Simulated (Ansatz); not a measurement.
Input for Ansatz (plane-wave DFT, PAW):

```yaml
crystal:
  lattice:
    - [2.8124553515, 0.0, 0.0]
    - [-1.4062276757, 2.4356577814, 0.0]
    - [0.0, 0.0, 4.86685]
  atoms:
    - { symbol: Al, position: [0.66666667, 0.33333333, 0.75] }
    - { symbol: Al, position: [0.33333333, 0.66666667, 0.25] }
basis:
  ecutwfc: 420
kpoints:
  mp_grid: { grid: [12, 12, 8] }
hamiltonian:
  xc: pbe
scf:
  occupations: { method: gaussian, width: 0.1 }
output:
  forces: true
  stress: true
  eigenvalues: true
  write_density: true
  write_potential: true
  elf: true
  volumetric_format: npy
relax:
  adjacent_minimum: "off"
  f_tol: 0.02
  max_steps: 70
  cell: { stress_tol: 0.1 }
```

Launched with
```bash
ansatz run input.yaml --threads 2 --pin off --max-ram 5120MiB --backend cpu --events-out ev --progress --plain --runs-dir out
```

Theory: DFT PBE, scalar-relativistic, plane waves, PAW (Ansatz 0.2.0).

Abridged output:

```
Pseudopotentials: kind: paw
Pseudopotential: Al, paw, valence charge 3, recommended cutoff 420 eV (normal)
Functional definition: PBE
Crystal: 2 atoms, lattice volume = 33.339 Å³
Basis set: ecut = 420 eV, 665 PW (Γ), exchange–correlation on 40×40×72 points (8 copies of the dense FFT grid, shifted against one another)
Bands: 7, of which v1, the nominal top of the filled ones, is band 3 counted from 1 (2 counted from 0)
Symmetry: 24 space group operations
Space group: P63/mmc (ITA 194), of the structure as read, at distance tolerance 3.2e-5 Å
k-points: 95 of 1152
Initial density: superposition of atomic densities (neutral atoms: chi_scale 0, normalization atom), corrected by the library's trained network
Initial wavefunctions: pseudopotential atomic-orbital guess
Functional: x = pbe(κ = 0.804, μ = 0.21951497), c = pbe(β = 0.06672455)
SCF iter   1: F=—  HF=-1074.929538 eV  |F-HF|=—  |Δ(HF+E_count)|=         —  Δρ=1.81e-3  dr2=1.27e-3  ethr=1.77e-3  ⟨swp⟩=5.3  Hψ=5499  notcnv=0
SCF iter   2: F=—  HF=-1074.929426 eV  |F-HF|=—  |Δ(HF+E_count)|=   1.11e-4  Δρ=1.11e-3  dr2=4.85e-4  ethr=2.11e-5  ⟨swp⟩=1.1  Hψ=1438  notcnv=0
SCF iter   3: F=—  HF=-1074.929310 eV  |F-HF|=—  |Δ(HF+E_count)|=   1.16e-4  Δρ=4.56e-5  dr2=7.01e-7  ethr=8.09e-6  ⟨swp⟩=1.3  Hψ=703  notcnv=0
SCF iter   4: F=—  HF=-1074.929302 eV  |F-HF|=—  |Δ(HF+E_count)|=   8.11e-6  Δρ=1.20e-5  dr2=2.21e-8  ethr=1.17e-8  ⟨swp⟩=2.1  Hψ=916  notcnv=0
SCF iter   5: F=-1074.929302 eV  HF=-1074.929302 eV  |F-HF|=1.91e-10  |Δ(HF+E_count)|=   3.72e-8  Δρ=9.93e-7  dr2=3.78e-10  ethr=3.68e-10  ⟨swp⟩=2.1  Hψ=939  notcnv=0
SCF iter   6: F=-1074.929302 eV  HF=-1074.929302 eV  |F-HF|=3.87e-12  |Δ(HF+E_count)|=  1.62e-10  Δρ=1.79e-7  dr2=1.05e-11  ethr=6.30e-12  ⟨swp⟩=4.3  Hψ=3037  notcnv=0
SCF 1 converged in 6 iterations: F = -1074.929302 eV  dr2 = 1.05e-11
relax step   1: F+E_penalty+E_count = -1074.92930207 eV  Δ(F+E_penalty+E_count) = +0.000e0 eV  max|allowed force component| = 1.156e-17 eV/Å  Δτ_max = 0.0000 Å  P = -0.020 GPa  Ω = 33.339 Å³  (6 SCF iters, accepted)
Crystal: 2 atoms, lattice volume = 33.072 Å³
Basis set: ecut = 420 eV, 651 PW (Γ), exchange–correlation on 40×40×72 points (8 copies of the dense FFT grid, shifted against one another)
Initial density: handed on by an earlier stage of this run
Initial wavefunctions: those handed on with the density
SCF iter   1: F=—  HF=-1074.940304 eV  |F-HF|=—  |Δ(HF+E_count)|=         —  Δρ=2.30e-3  dr2=2.24e-3  ethr=3.75e-5  ⟨swp⟩=1.1  Hψ=6300  notcnv=0
SCF iter   2: F=—  HF=-1074.939681 eV  |F-HF|=—  |Δ(HF+E_count)|=   6.24e-4  Δρ=8.93e-4  dr2=3.34e-4  ethr=3.73e-5  ⟨swp⟩=1.0  Hψ=665  notcnv=0
SCF iter   3: F=—  HF=-1074.939575 eV  |F-HF|=—  |Δ(HF+E_count)|=   1.05e-4  Δρ=3.09e-5  dr2=1.97e-7  ethr=5.56e-6  ⟨swp⟩=1.5  Hψ=799  notcnv=0
SCF iter   4: F=—  HF=-1074.939553 eV  |F-HF|=—  |Δ(HF+E_count)|=   2.23e-5  Δρ=3.63e-6  dr2=2.67e-9  ethr=3.28e-9  ⟨swp⟩=8.2  Hψ=4503  notcnv=0
SCF iter   5: F=-1074.939553 eV  HF=-1074.939553 eV  |F-HF|=9.09e-13  |Δ(HF+E_count)|=  7.44e-10  Δρ=1.57e-7  dr2=6.30e-12  ethr=4.46e-11  ⟨swp⟩=4.0  Hψ=2595  notcnv=0
SCF 2 converged in 5 iterations: F = -1074.939553 eV  dr2 = 6.30e-12
relax step   2: F+E_penalty+E_count = -1074.93955301 eV  Δ(F+E_penalty+E_count) = -1.025e-2 eV  max|allowed force component| = 1.156e-17 eV/Å  Δτ_max = 0.0000 Å  P = +0.322 GPa  Ω = 33.072 Å³  energy of the carried Pulay correction = +6.457e-5 eV  (5 SCF iters, dr2 threshold 2.00e-7 eV, accepted)
Crystal: 2 atoms, lattice volume = 33.245 Å³
SCF iter   1: F=—  HF=-1074.939713 eV  |F-HF|=—  |Δ(HF+E_count)|=         —  Δρ=1.84e-4  dr2=1.37e-5  ethr=2.12e-7  ⟨swp⟩=2.3  Hψ=5921  notcnv=0
SCF iter   2: F=—  HF=-1074.939685 eV  |F-HF|=—  |Δ(HF+E_count)|=   2.84e-5  Δρ=7.98e-5  dr2=2.51e-6  ethr=2.12e-7  ⟨swp⟩=1.0  Hψ=665  notcnv=0
SCF iter   3: F=-1074.939683 eV  HF=-1074.939683 eV  |F-HF|=4.33e-9  |Δ(HF+E_count)|=   2.10e-6  Δρ=3.31e-6  dr2=3.45e-9  ethr=3.33e-9  ⟨swp⟩=5.9  Hψ=3047  notcnv=0
SCF 3 converged in 3 iterations: F = -1074.939683 eV  dr2 = 3.45e-9
relax step   3: F+E_penalty+E_count = -1074.93968277 eV  Δ(F+E_penalty+E_count) = -1.298e-4 eV  max|allowed force component| = 1.561e-17 eV/Å  Δτ_max = 0.0000 Å  P = -0.075 GPa  Ω = 33.245 Å³  energy of the carried Pulay correction = -5.447e-6 eV  (3 SCF iters, dr2 threshold 2.00e-7 eV, accepted)
Crystal: 2 atoms, lattice volume = 33.239 Å³
SCF iter   1: F=—  HF=-1074.939763 eV  |F-HF|=—  |Δ(HF+E_count)|=         —  Δρ=1.19e-4  dr2=6.02e-6  ethr=1.01e-7  ⟨swp⟩=1.9  Hψ=5778  notcnv=0
SCF iter   2: F=—  HF=-1074.939741 eV  |F-HF|=—  |Δ(HF+E_count)|=   2.22e-5  Δρ=4.61e-5  dr2=8.90e-7  ethr=1.00e-7  ⟨swp⟩=1.0  Hψ=665  notcnv=0
SCF iter   3: F=-1074.939740 eV  HF=-1074.939740 eV  |F-HF|=2.14e-10  |Δ(HF+E_count)|=   2.81e-7  Δρ=1.65e-6  dr2=4.98e-10  ethr=9.44e-10  ⟨swp⟩=5.4  Hψ=3022  notcnv=0
SCF 4 converged in 3 iterations: F = -1074.939740 eV  dr2 = 4.98e-10
relax step   4: F+E_penalty+E_count = -1074.93974032 eV  Δ(F+E_penalty+E_count) = -5.755e-5 eV  max|allowed force component| = 4.626e-18 eV/Å  Δτ_max = 0.0000 Å  P = -0.059 GPa  Ω = 33.239 Å³  energy of the carried Pulay correction = -7.698e-7 eV  (3 SCF iters, dr2 threshold 5.66e-8 eV, accepted)
Crystal: 2 atoms, lattice volume = 33.214 Å³
SCF iter   1: F=—  HF=-1074.939782 eV  |F-HF|=—  |Δ(HF+E_count)|=         —  Δρ=2.01e-4  dr2=1.71e-5  ethr=2.87e-7  ⟨swp⟩=2.0  Hψ=5832  notcnv=0
SCF iter   2: F=—  HF=-1074.939756 eV  |F-HF|=—  |Δ(HF+E_count)|=   2.54e-5  Δρ=7.83e-5  dr2=2.56e-6  ethr=2.85e-7  ⟨swp⟩=1.0  Hψ=665  notcnv=0
SCF iter   3: F=-1074.939755 eV  HF=-1074.939755 eV  |F-HF|=2.39e-10  |Δ(HF+E_count)|=   8.66e-7  Δρ=2.95e-6  dr2=1.81e-9  ethr=4.81e-10  ⟨swp⟩=5.7  Hψ=3103  notcnv=0
SCF 5 converged in 3 iterations: F = -1074.939755 eV  dr2 = 1.81e-9
relax step   5: F+E_penalty+E_count = -1074.93975538 eV  Δ(F+E_penalty+E_count) = -1.506e-5 eV  max|allowed force component| = 1.908e-17 eV/Å  Δτ_max = 0.0000 Å  P = +0.010 GPa  Ω = 33.214 Å³  energy of the carried Pulay correction = +1.374e-5 eV  (3 SCF iters, dr2 threshold 2.88e-8 eV, accepted)
Crystal: 2 atoms, lattice volume = 33.213 Å³
SCF iter   1: F=—  HF=-1074.939797 eV  |F-HF|=—  |Δ(HF+E_count)|=         —  Δρ=1.13e-4  dr2=5.51e-6  ethr=9.25e-8  ⟨swp⟩=2.0  Hψ=5796  notcnv=0
SCF iter   2: F=—  HF=-1074.939775 eV  |F-HF|=—  |Δ(HF+E_count)|=   2.23e-5  Δρ=4.41e-5  dr2=8.27e-7  ethr=9.19e-8  ⟨swp⟩=1.0  Hψ=665  notcnv=0
SCF iter   3: F=-1074.939774 eV  HF=-1074.939774 eV  |F-HF|=6.78e-11  |Δ(HF+E_count)|=   2.70e-7  Δρ=1.22e-6  dr2=2.96e-10  ethr=6.07e-10  ⟨swp⟩=5.3  Hψ=3005  notcnv=0
SCF 6 converged in 3 iterations: F = -1074.939774 eV  dr2 = 2.96e-10
relax step   6: F+E_penalty+E_count = -1074.93977429 eV  Δ(F+E_penalty+E_count) = -1.892e-5 eV  max|allowed force component| = 3.469e-17 eV/Å  Δτ_max = 0.0000 Å  P = +0.005 GPa  Ω = 33.213 Å³  energy of the carried Pulay correction = +1.200e-5 eV  (3 SCF iters, dr2 threshold 3.64e-8 eV, accepted)
Basis set: ecut = 420 eV, 651 PW (Γ), exchange–correlation on 40×40×64 points (8 copies of the dense FFT grid, shifted against one another)
Initial wavefunctions: pseudopotential atomic-orbital guess (no wavefunctions were taken with the density)
SCF iter   1: F=—  HF=-1074.939810 eV  |F-HF|=—  |Δ(HF+E_count)|=         —  Δρ=2.30e-5  dr2=1.71e-8  ethr=3.78e-9  ⟨swp⟩=3.3  Hψ=7584  notcnv=0
SCF iter   2: F=—  HF=-1074.939822 eV  |F-HF|=—  |Δ(HF+E_count)|=   1.14e-5  Δρ=1.13e-5  dr2=4.27e-9  ethr=2.85e-10  ⟨swp⟩=2.0  Hψ=962  notcnv=0
SCF iter   3: F=—  HF=-1074.939822 eV  |F-HF|=—  |Δ(HF+E_count)|=   4.02e-8  Δρ=3.02e-6  dr2=2.98e-10  ethr=7.11e-11  ⟨swp⟩=2.0  Hψ=954  notcnv=0
SCF iter   4: F=-1074.939822 eV  HF=-1074.939822 eV  |F-HF|=9.09e-12  |Δ(HF+E_count)|=   3.20e-9  Δρ=4.07e-7  dr2=5.39e-11  ethr=1.33e-12  ⟨swp⟩=5.2  Hψ=2377  notcnv=0
SCF 7 converged in 4 iterations: F = -1074.939822 eV  dr2 = 5.39e-11
SCF converged after 4 iterations
Free energy (F): -1074.939822 eV
Harris-Foulkes:  -1074.939822 eV  (|F-HF|=9.09e-12)
Internal energy: -1074.935541 eV  (E = F + TS)
E sigma→0 (E₀):  -1074.937681 eV
Entropy (-TS):   -0.004280 eV (-2.140 meV/atom)
Fermi energy:    7.863785 eV
--- Per-component energies (eV) ---
  E_band       = 20.888276
  E_kinetic    = 45.299538
  E_local      = 19.575215  (includes V_loc(G=0)·N_el)
  E_nonlocal   = 20.714453
  E_hartree    = 0.195682
  E_xc         = -79.381161
  E_vxc        = -57.795833  (∫ρ·V_xc dr)
  E_paw        = -934.641215  (= ΣΔE_a)
  E_vpaw       = -7.296458  (= ΣTr[D̂ρ^β])
  E_aug_tail   = -0.000004  (compensation charges beyond the density's cutoff)
  E_ewald      = -146.698049
  E_smearing   = -0.004280  (= −TS)
--- Forces (eV/Å), atoms counted from 1 ---
  atom   1  Al     0.00000000     0.00000000     0.00000000
  atom   2  Al     0.00000000     0.00000000     0.00000000
--- Stress (GPa, compression-positive) ---
        0.008033       0.000000       0.000000
        0.000000       0.008033       0.000000
        0.000000       0.000000       0.006858
  P = ⅓ Tr σ = 0.0076 GPa (0.076 kbar)
--- Band table (eV; the first three rows and the last of 95) ---
  k-point 0: bands = ["-3.2089", "3.1914", "3.2007", "18.7798", "18.7798", "19.0782", "19.0782"]
  k-point 1: bands = ["-3.1067", "1.7187", "4.8542", "17.9290", "18.8580", "18.8580", "19.1637"]
  k-point 2: bands = ["-2.8004", "0.4270", "6.6872", "15.5422", "19.0903", "19.0903", "19.4145"]
  k-point 94: bands = ["5.6293", "5.6293", "6.3607", "6.3607", "6.9682", "6.9682", "17.5491"]
--- Relaxed structure (6 steps of the walk, 6 accepted, 1 SCFs on fresh bases) ---
  F+E_penalty+E_count = -1074.93982157 eV   max|allowed force component| = 3.180e-17 eV/Å   (the final SCF, on the basis selected at the relaxed cell)
  cell:  # Å, volume = 33.2129 Å³
    - [2.84015367, 0.0, 0.0]
    - [-1.42007683, 2.45964523, 0.0]
    - [0.0, 0.0, 4.75435794]
  atoms:
    - { symbol: Al, position: [0.66666666, 0.33333333, 0.75] }
    - { symbol: Al, position: [0.33333333, 0.66666666, 0.25] }
```

The relaxation met its thresholds.

Time: 5.3 s on 2 threads of Intel(R) Xeon(R) Platinum 8375C CPU @ 2.90GHz (Ice Lake) (shared host), peak memory 0.38 GiB.